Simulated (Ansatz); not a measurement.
Consider a crystal of SiC in space group I-43d (No. 220), with Si on 12a; C on 12b. Recipe of this trial structure of SiC: 4-connected net, two elements alternating.

Level of theory: Ansatz 0.2.0, DFT PBE, scalar-relativistic, plane waves, PAW. Cutoff 420 eV, Γ-centred mesh, Gaussian smearing, no spin polarisation.

Formation energies are uncorrected and refer to the elements' standard structures at the same level.

Q: Which cell and coordinates does it relax to?

A:

Space group I-43d (No. 220). a = 6.283 Å, b = 6.283 Å, c = 6.283 Å, α = 90.00°, β = 90.00°, γ = 90.00°
```csv
atom,site,symmetry,x,y,z
Si,12a,-4..,0.7500,0.1250,0.0000
C,12b,-4..,0.1250,0.5000,0.2500
```

Si has 4 C at 1.92 Å; C has 4 Si at 1.92 Å.

Q: And its energy and gap?

A: The energy over the elements is +0.292 eV/atom and the gap on the 6×6×6 mesh of the 12-atom cell is 0.63 eV. A positive value: parting into the elements would lower its energy.

The last run used Gaussian smearing of 0.02 eV. Kohn–Sham gaps at this level usually fall short of measured ones. The reference form of C is held partly by dispersion forces, which this level lacks. A structure relaxed within its symmetry needn't be a true minimum. Another cell of SiC relaxed alike, in Ibam, lies 79 meV/atom lower, so this cell isn't the stable form at this level.
